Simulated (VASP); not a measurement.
# Si12HO23 (a cell with a defect) in VASP: a series of runs

The runs below take Si12HO23 (a cell with a defect) through single point, with PBE.

All numbers are computed with VASP 6.6.1; they aren't measurements. Logs are shortened: lines on timing, memory, paths and dates and some standing lists are left out, and cuts for length are marked.

### 1 The crystal as given

The cell holds a defect, 36 atoms: a = 8.780 Å, b = 8.780 Å, c = 8.558 Å, α = 90.00°, β = 90.00°, γ = 120.00°.

### 2 Single point, PBE

INCAR reads:

```
ALGO = Fast
EDIFF = 1E-6
ENCUT = 520
GGA = PE
ISIF = 2
ISMEAR = -1
LASPH = True
LCHARG = False
LREAL = Auto
LWAVE = False
NBANDS = 118
NELECT = 186.0
NELM = 100
PREC = Accurate
SIGMA = 0.01
```

KPOINTS reads:

```
k-points
0
Gamma
  3 3 2
```

POSCAR reads:

```
Si12HO23
1.0
    7.6036108327      4.3899467611      0.0000000000
   -7.6036108327      4.3899467611      0.0000000000
    0.0000000000      0.0000000000      8.5584885400
Si H O
12 1 23
Direct
    0.3273336122     -0.0033354655      0.9328292549
    0.6654692614      0.6647883175      0.9310105096
   -0.0039221097      0.3375337671      0.9343011314
    0.3337765227      0.0004008000      0.5603136406
    0.6666621392      0.6662858197      0.5598965939
    0.0034817776      0.3356540437      0.5634267841
    0.3414558768      0.3375337671      0.0656988686
    0.6693309223     -0.0033354655      0.0671707451
   -0.0006809439      0.6647883175      0.0689894904
    0.3321722661      0.3356540437      0.4365732159
    0.6666242774      0.0004008000      0.4396863594
   -0.0003763195      0.6662858197      0.4401034061
    0.1547208312      0.3094416625      0.0000000000
    0.4908714104      0.9817428208      0.0000000000
    0.8091770194      0.6183540387      0.0000000000
    0.2872186380      0.1541030329      0.5221771281
    0.6195675687      0.8202115123      0.5302063447
    0.9545833081      0.4885030130      0.5366842538
    0.2006439436      0.8202115123      0.4697936553
    0.5339197049      0.4885030130      0.4633157462
    0.8668843949      0.1541030329      0.4778228719
    0.3637312191      0.1973369060     -0.0349963817
    0.7176639547      0.8652466813     -0.0263563409
    0.0614026497      0.5366349827     -0.0183282948
    0.2008427015      0.4016854030      0.5000000000
    0.5328040575      0.0656081150      0.5000000000
    0.8655914797      0.7311829594      0.5000000000
    0.3105509229     -0.0383189227      0.7473754637
    0.6440639229      0.6235213226      0.7463655124
   -0.0021988562      0.2974266896      0.7533627146
    0.2996255458      0.2974266896      0.2466372854
    0.6511301545     -0.0383189227      0.2526245363
   -0.0205426003      0.6235213226      0.2536344876
    0.1475827266      0.8652466813      0.0263563409
    0.4752323330      0.5366349827      0.0183282948
    0.8336056869      0.1973369060      0.0349963817
```

Potentials or basis: VASP PAW PBE potentials, release 64 (Si, H, O).

Command:

```sh
> cat potpaw_PBE.64/Si/POTCAR potpaw_PBE.64/H/POTCAR potpaw_PBE.64/O/POTCAR > POTCAR
> mpirun -np 1 vasp_std > vasp.out
```

OUTCAR:

```text
EDIFF = 1E-6
   ENCUT = 520
   GGA = PE
   ISIF = 2
   ISMEAR = -1
   LASPH = True
   LREAL = Auto
   NELECT = 186.0
   NELM = 100
   PREC = Accurate

 ion  position               nearest neighbor table
   1  0.327  0.997  0.933-  28 1.61  14 1.61  34 1.63  22 1.65   9 3.12   7 3.15
   2  0.665  0.665  0.931-  29 1.61  15 1.62  23 1.62  35 1.65   7 3.08   8 3.12
   3  0.996  0.338  0.934-  30 1.59  36 1.59  24 1.60  13 1.63   9 3.08   8 3.15
   4  0.334  0.000  0.560-  19 1.62  16 1.63  26 1.63  28 1.63  11 3.10  12 3.11  10 3.13
   5  0.667  0.666  0.560-  17 1.62  27 1.63  29 1.63  20 1.63  12 3.10  10 3.10  11 3.11
   6  0.003  0.336  0.563-  21 1.61  18 1.62  25 1.62  30 1.66  10 3.08  12 3.10  11 3.13
   7  0.341  0.338  0.066-  31 1.59  22 1.59  35 1.60  13 1.63   2 3.08   1 3.15
   8  0.669  0.997  0.067-  32 1.61  14 1.61  23 1.63  36 1.65   2 3.12   3 3.15
   9  0.999  0.665  0.069-  33 1.61  15 1.62  34 1.62  24 1.65   3 3.08   1 3.12
  10  0.332  0.336  0.437-  16 1.61  20 1.62  25 1.62  31 1.66   6 3.08   5 3.10   4 3.13
  11  0.667  0.000  0.440-  17 1.62  21 1.63  26 1.63  32 1.63   4 3.10   5 3.11   6 3.13
  12  1.000  0.666  0.440-  19 1.62  27 1.63  33 1.63  18 1.63   5 3.10   6 3.10   4 3.11
  13  0.155  0.309  0.000-   3 1.63   7 1.63
  14  0.491  0.982  0.000-   1 1.61   8 1.61
  15  0.809  0.618  0.000-   9 1.62   2 1.62
  16  0.287  0.154  0.522-  10 1.61   4 1.63
  17  0.620  0.820  0.530-  11 1.62   5 1.62
  18  0.955  0.489  0.537-   6 1.62  12 1.63
[... 16 lines left out ...]
  35  0.475  0.537  0.018-   7 1.60   2 1.65
  36  0.834  0.197  0.035-   3 1.59   8 1.65

  LATTYP: Found a hexagonal cell.
 ALAT       =     8.7798935222
 C/A-ratio  =     0.9747827258

  Lattice vectors:

 A1 = (   7.6036108327,   4.3899467611,   0.0000000000)
 A2 = (  -7.6036108327,   4.3899467611,   0.0000000000)
 A3 = (   0.0000000000,   0.0000000000,   8.5584885400)

Analysis of symmetry for initial positions (statically):
=====================================================================
 Subroutine PRICEL returns:
 Original cell was already a primitive cell.

 Routine SETGRP: Setting up the symmetry group for a
 hexagonal supercell.

 Subroutine GETGRP returns: Found  2 space group operations
 (whereof  2 operations were pure point group operations)
 out of a pool of 24 trial point group operations.

The static configuration has the point symmetry C_2 .

Analysis of symmetry for dynamics (positions and initial velocities):
=====================================================================
 Subroutine PRICEL returns:
 Original cell was already a primitive cell.

 Routine SETGRP: Setting up the symmetry group for a
 hexagonal supercell.

 Subroutine GETGRP returns: Found  2 space group operations
 (whereof  2 operations were pure point group operations)
 out of a pool of 24 trial point group operations.

The dynamic configuration has the point symmetry C_2 .

 Subroutine INISYM returns: Found  2 space group operations
 (whereof  2 operations are pure point group operations),
 and found     1 'primitive' translations

----------------------------------------------------------------------------------------

                                     Primitive cell

  volume of cell :     571.3552

  direct lattice vectors                    reciprocal lattice vectors
     7.603610833  4.389946761  0.000000000     0.065758231  0.113896598  0.000000000
    -7.603610833  4.389946761  0.000000000    -0.065758231  0.113896598  0.000000000
     0.000000000  0.000000000  8.558488540     0.000000000  0.000000000  0.116843061

  length of vectors
     8.779893522  8.779893522  8.558488540     0.131516463  0.131516463  0.116843061

  position of ions in fractional coordinates (direct lattice)
     0.327333612  0.996664534  0.932829255
     0.665469261  0.664788317  0.931010510
     0.996077890  0.337533767  0.934301131
     0.333776523  0.000400800  0.560313641
     0.666662139  0.666285820  0.559896594
     0.003481778  0.335654044  0.563426784
[... 28 lines left out ...]
     0.475232333  0.536634983  0.018328295
     0.833605687  0.197336906  0.034996382

  ion indices of the primitive-cell ions
   primitive index   ion index
                 1           1
                 2           2
                 3           3
                 4           4
                 5           5
                 6           6
[... 28 lines left out ...]
                35          35
                36          36

----------------------------------------------------------------------------------------

 KPOINTS: k-points

Automatic generation of k-mesh.
 Grid dimensions read from file:
 generate k-points for:    3    3    2

 Generating k-lattice:

  Cartesian coordinates                     Fractional coordinates (reciprocal lattice)
     0.021919410  0.037965533  0.000000000     0.333333333  0.000000000  0.000000000
    -0.021919410  0.037965533  0.000000000     0.000000000  0.333333333  0.000000000
     0.000000000  0.000000000  0.058421531     0.000000000  0.000000000  0.500000000

  Length of vectors
     0.043838821  0.043838821  0.058421531

  Shift w.r.t. Gamma in fractional coordinates (k-lattice)
     0.000000000  0.000000000  0.000000000

 Subroutine IBZKPT returns following result:
 ===========================================

 Found      8 irreducible k-points:

 Following reciprocal coordinates:
            Coordinates               Weight
  0.000000  0.000000  0.000000      1.000000
  0.333333  0.000000  0.000000      4.000000
  0.000000  0.333333  0.000000      2.000000
  0.333333  0.333333  0.000000      2.000000
  0.000000  0.000000  0.500000      1.000000
  0.333333  0.000000  0.500000      4.000000
  0.000000  0.333333  0.500000      2.000000
  0.333333  0.333333  0.500000      2.000000
   k-points           NKPTS =      8   k-points in BZ     NKDIM =      8   number of bands    NBANDS=    118
   number of dos      NEDOS =    301   number of ions     NIONS =     36
   total plane-waves  NPLWV = 313600
   dimension x,y,z NGX =    70 NGY =   70 NGZ =   64
   dimension x,y,z NGXF=   140 NGYF=  140 NGZF=  128
   ions per type =              12   1  23
   NGX,Y,Z   is equivalent  to a cutoff of  13.25, 13.25, 12.43 a.u.
   NGXF,Y,Z  is equivalent  to a cutoff of  26.51, 26.51, 24.86 a.u.
 SYSTEM =  unknown system
   PREC   = accura    normal or accurate (medium, high low for compatibility)
   ISTART =      0    job   : 0-new  1-cont  2-samecut
   ICHARG =      2    charge: 1-file 2-atom 10-const
   ISPIN  =      1    spin polarized calculation?
   LNONCOLLINEAR =      F non collinear calculations
   LSORBIT =      F    spin-orbit coupling
   LASPH  =      T    aspherical Exc in radial PAW
   ENCUT  =  520.0 eV  38.22 Ry    6.18 a.u.  16.32 16.32 15.91*2*pi/ulx,y,z
   NELM   =    100;   NELMIN=  2; NELMDL= -5     # of ELM steps
   EDIFF  = 0.1E-05   stopping-criterion for ELM
   LREAL  =      T    real-space projection
   EDIFFG = 0.1E-04   stopping-criterion for IOM
   NSW    =      0    number of steps for IOM
[... 5 lines left out ...]
   TEBEG  =    0.0;   TEEND  =   0.0 temperature during run
   PSTRESS=    0.0 pullay stress
   NELECT =     186.0000    total number of electrons
   NUPDOWN=      -1.0000    fix difference up-down
   EMIN   =  10.00;   EMAX   =-10.00  energy-range for DOS
   EFERMI =   0.00;   METHOD = LEGACY
   ISMEAR =    -1;   SIGMA  =   0.01  broadening in eV -4-tet -1-fermi 0-gaus
   EFERMI_NEDOS =   21; number of points for ismear=-14 and -15
   IALGO  =     68    algorithm
   IMIX   =      4    mixing-type and parameters
     AMIX     =   0.40;   BMIX     =  1.00
     AMIX_MAG =   1.60;   BMIX_MAG =  1.00
  volume/ion in A,a.u.               =      15.87       107.10
  Fermi-wavevector in a.u.,A,eV,Ry     =   1.126187  2.128184 17.256223  1.268297
  Thomas-Fermi vector in A             =   2.262867
   LORBIT       =      0    0 simple, 1 ext, 2 COOP (PROOUT), +10 PAW based schemes
   GGA     = PE    functional components
   LHFCALC =     F    Hartree Fock is set to
   AEXX    =    0.0000 exact exchange contribution
   IVDW    =     0    specifies the selected vdW correction
   LEPSILON=     F    determine dielectric tensor
   LRPA    =     F    only Hartree local field effects (RPA)
 non-spin polarized calculation
 RMM-DIIS sequential band-by-band and
  energy-cutoff  :      520.00
  volume of cell :      571.36
 maximum number of plane-waves:     15414
 NGX is ok and might be reduce to    70
   NGX = 33   NGY = 33   NGZ = 31

 number of electron     185.9999994 magnetization

 Free energy of the ion-electron system (eV)
  ---------------------------------------------------
  ext. energy  EPLUGINS =         0.00000000
  ---------------------------------------------------
  free energy    TOTEN  =      -280.00543824 eV

  energy without entropy =     -280.00543824  energy(sigma->0) =     -280.00543824

 E-fermi :  -0.4072     XC(G=0):  -7.7842

 val. band max:       -0.6397027789   @ k =   0.0000   0.3333   0.0000
 cond. band min:       3.9431846162   @ k =   0.3333   0.0000   0.0000
 fundamental gap:      4.5828873951
 Fermi energy:        -0.4072144186

 k-point     1 :       0.0000    0.0000    0.0000
  band No.  band energies     occupation
      1     -20.0023      2.00000
      2     -19.6448      2.00000
      3     -19.5250      2.00000
      4     -19.3343      2.00000
      5     -19.3209      2.00000
      6     -19.2669      2.00000
[... 97 lines left out ...]
    104       8.1319      0.00000
    105       8.3390      0.00000

 k-point     2 :       0.3333    0.0000    0.0000
  band No.  band energies     occupation
      1     -19.9313      2.00000
      2     -19.7520      2.00000
      3     -19.5238      2.00000
      4     -19.3996      2.00000
      5     -19.2591      2.00000
      6     -19.1760      2.00000
[... 640 lines left out ...]
 k-point     8 :       0.3333    0.3333    0.5000
  band No.  band energies     occupation
      1     -19.8236      2.00000
      2     -19.6937      2.00000
      3     -19.6244      2.00000
      4     -19.5260      2.00000
      5     -19.3797      2.00000
      6     -19.3230      2.00000
[... 97 lines left out ...]
    104       8.2722      0.00000
    105       8.3420      0.00000
 [bands above 105 left out]

------------------------ aborting loop because EDIFF is reached ----------------------------------------

  FORCE on cell =-STRESS in cart. coord.  units (eV):
  Direction    XX          YY          ZZ          XY          YZ          ZX
  --------------------------------------------------------------------------------------
  -------------------------------------------------------------------------------------
  Total       -5.7825663     -4.8525412     -9.4625076     -0.8054254      0.8160163      1.4133818
  in kB      -16.2153006    -13.6073516    -26.5344824     -2.2585501      2.2882486      3.9633631
  external PRESSURE =     -18.7857115 kB  Pullay stress =       0.0000000 kB

 VOLUME and BASIS-vectors are now :
 -----------------------------------------------------------------------------
  energy-cutoff  :      520.00
  volume of cell :      571.36
      direct lattice vectors                 reciprocal lattice vectors
     7.603610833  4.389946761  0.000000000     0.065758231  0.113896598  0.000000000
    -7.603610833  4.389946761  0.000000000    -0.065758231  0.113896598  0.000000000
     0.000000000  0.000000000  8.558488540     0.000000000  0.000000000  0.116843061

 POSITION                                       TOTAL-FORCE (eV/Angst)
 -----------------------------------------------------------------------------------
     -5.08933      5.81228      7.98361        -0.003382      0.015302     -0.004518
      0.00518      5.83976      7.96804         0.002410     -0.014959     -0.003867
      5.00731      5.85448      7.99621         0.048039      0.023808      0.009648
      2.53486      1.46702      4.79544        -0.009630      0.002274      0.013536
      0.00286      5.85157      4.79187        -0.006757     -0.009668      0.010515
     -2.52571      1.48879      4.82208         0.011186     -0.005816      0.023140
[... 28 lines left out ...]
     -0.46688      4.44204      0.15686        -0.000221      0.027947     -0.012394
      4.83794      4.52578      0.29952         0.004913     -0.035049      0.001725
 -----------------------------------------------------------------------------------
    total drift:                               -0.006290      0.010900     -0.000001

  FREE ENERGIE OF THE ION-ELECTRON SYSTEM (eV)
  ---------------------------------------------------
  free  energy   TOTEN  =      -280.0054382416 eV

  energy  without entropy=     -280.0054382416  energy(sigma->0) =     -280.00543824
```

It took 11 min on 1 thread of Intel Xeon 6975P-C (Granite Rapids), shared host; peak memory 0.83 GiB.

Results:

* Free energy: -280.0054 eV
* Largest force: 0.054 eV/Å
* Band gap on the k mesh: 4.58 eV, indirect (least direct gap 4.60 eV)

Forces in eV/Å, atoms in the order of the input:
```
Si  -0.003  0.015 -0.005
Si   0.002 -0.015 -0.004
Si   0.048  0.024  0.010
Si  -0.010  0.002  0.014
Si  -0.007 -0.010  0.011
Si   0.011 -0.006  0.023
Si  -0.045 -0.030 -0.010
Si  -0.012  0.011  0.005
Si   0.012 -0.010  0.004
Si  -0.001 -0.013 -0.023
Si   0.003  0.009 -0.014
Si   0.012  0.001 -0.011
H   -0.002  0.003  0.000
O   -0.003  0.006  0.000
O    0.000  0.000  0.000
O    0.009  0.002 -0.004
O    0.006  0.003  0.000
O   -0.011  0.008  0.001
O   -0.006 -0.004  0.000
O   -0.002  0.013 -0.001
O   -0.006 -0.007  0.004
O    0.028 -0.022 -0.002
O    0.001 -0.007  0.001
O   -0.024  0.014  0.012
O   -0.001  0.001  0.000
O   -0.001  0.002  0.000
O    0.001 -0.002  0.000
O   -0.002  0.003 -0.004
O   -0.001  0.006 -0.004
O   -0.006  0.000 -0.026
O    0.003  0.005  0.026
O   -0.002  0.003  0.004
O   -0.005  0.004  0.004
O    0.005 -0.005 -0.001
O    0.000  0.028 -0.012
O    0.005 -0.035  0.002
```

Caveat: the cell carries a net charge on a neutralising background, which shifts energy and pressure; the cell is charged against a uniform background, so pressure and absolute levels hang on convention.

### 3 Single point, PBE

INCAR reads:

```
PREC     = Accurate       # precision mode
ENCUT    = 520            # plane-wave cutoff, eV
EDIFF    = 1E-6           # SCF threshold, eV
ISMEAR   = -1             # smearing method
SIGMA    = 0.01           # smearing width, eV
LREAL    = Auto         
LASPH    = T              # aspherical terms in the spheres
NELM     = 80             # most SCF steps
ALGO     = Fast           # electronic algorithm
ISIF     = 2              # what is computed and relaxed
LWAVE    = F              # write WAVECAR
LCHARG   = F              # write CHGCAR
GGA      = PE             # functional
NBANDS   = 118            # bands
NELECT   = 186.0
```

KPOINTS reads:

```
regular mesh
0
Gamma
  3 3 2
```

POSCAR reads:

```
Si12HO23
1.0
    7.6036108327      4.3899467611      0.0000000000
   -7.6036108327      4.3899467611      0.0000000000
    0.0000000000      0.0000000000      8.5584885400
Si H O
12 1 23
Direct
    0.3333333333      0.0000000000      0.9371258000
    0.6666666667      0.6666666667      0.9371258000
    0.0000000000      0.3333333333      0.9371258000
    0.3333333333      0.0000000000      0.5628742000
    0.6666666667      0.6666666667      0.5628742000
    0.0000000000      0.3333333333      0.5628742000
    0.3333333333      0.3333333333      0.0628742000
    0.6666666667      0.0000000000      0.0628742000
    0.0000000000      0.6666666667      0.0628742000
    0.3333333333      0.3333333333      0.4371258000
    0.6666666667      0.0000000000      0.4371258000
    0.0000000000      0.6666666667      0.4371258000
    0.1404195817      0.2808391633      0.0000000000
    0.4737529150      0.9475058300      0.0000000000
    0.8070862483      0.6141724967      0.0000000000
    0.2808391633      0.1404195817      0.5000000000
    0.6141724967      0.8070862483      0.5000000000
    0.9475058300      0.4737529150      0.5000000000
    0.1929137517      0.8070862483      0.5000000000
    0.5262470850      0.4737529150      0.5000000000
    0.8595804183      0.1404195817      0.5000000000
    0.3858275033      0.1929137517      0.0000000000
    0.7191608367      0.8595804183      0.0000000000
    0.0524941700      0.5262470850      0.0000000000
    0.1929137517      0.3858275033      0.5000000000
    0.5262470850      0.0524941700      0.5000000000
    0.8595804183      0.7191608367      0.5000000000
    0.3333333333      0.0000000000      0.7500000000
    0.6666666667      0.6666666667      0.7500000000
    0.0000000000      0.3333333333      0.7500000000
    0.3333333333      0.3333333333      0.2500000000
    0.6666666667      0.0000000000      0.2500000000
    0.0000000000      0.6666666667      0.2500000000
    0.1404195817      0.8595804183      0.0000000000
    0.4737529150      0.5262470850      0.0000000000
    0.8070862483      0.1929137517      0.0000000000
```

Potentials or basis: VASP PAW PBE potentials, release 64 (Si, H, O).

Command:

```sh
> cat potpaw_PBE.64/Si/POTCAR potpaw_PBE.64/H/POTCAR potpaw_PBE.64/O/POTCAR > POTCAR
> mpirun -np 1 vasp_std > vasp.out
```

Wall time 15 min (1 thread of Intel Xeon 6975P-C (Granite Rapids), shared host); peak memory 0.83 GiB.

Results (log left out):

```
Free energy            : -279.0422 eV
Largest force          : 3.090 eV/Å
Band gap on the k mesh : 2.73 eV, indirect (least direct gap 2.74 eV)
```

Forces in eV/Å, atoms in the order of the input:
```
Si   0.924 -0.858 -0.815
Si   0.263  0.907 -0.813
Si  -2.806 -0.532 -1.178
Si   0.263 -0.085 -0.341
Si  -0.043  0.258 -0.289
Si  -0.116 -0.106 -1.509
Si   1.864  2.164  1.178
Si   0.282 -1.229  0.815
Si  -0.917  0.226  0.813
Si   0.150  0.048  1.509
Si  -0.058 -0.270  0.341
Si  -0.202  0.166  0.289
H    0.043 -0.075  0.000
O   -0.046  0.080  0.000
O    0.203 -0.351  0.000
O   -0.393 -0.081 -0.192
O   -0.119 -0.207 -0.014
O    0.186 -0.352  0.253
O    0.239  0.000  0.014
O    0.212 -0.338 -0.253
O    0.267  0.300  0.192
O   -1.525  0.239  0.165
O    0.059  0.315  0.023
O    1.993 -0.284 -0.268
O   -0.104  0.181  0.000
O   -0.144  0.249  0.000
O   -0.102  0.178  0.000
O   -0.151  0.096  0.532
O   -0.024 -0.151  0.484
O    0.769  0.250  1.974
O   -0.601 -0.541 -1.974
O   -0.008  0.179 -0.532
O    0.142 -0.055 -0.484
O   -0.303  0.106 -0.023
O   -0.751 -1.868  0.268
O    0.556  1.441 -0.165
```

Levels at points of the mesh, in eV from the valence-band top:
| k point | band 90 | band 91 | band 92 | band 93 | band 94 | band 95 | band 96 | band 97 |
| --- | --- | --- | --- | --- | --- | --- | --- | --- |
| (0.00, 0.00, 0.00) | -0.41 | -0.26 | -0.13 | -0.01 | 2.78 | 5.57 | 5.65 | 5.73 |
| (0.00, 0.00, 0.50) | -0.46 | -0.44 | -0.22 | -0.18 | 2.79 | 5.53 | 5.63 | 6.28 |

Caveat: the cell carries a net charge on a neutralising background, which shifts energy and pressure; the cell is charged against a uniform background, so pressure and absolute levels hang on convention.
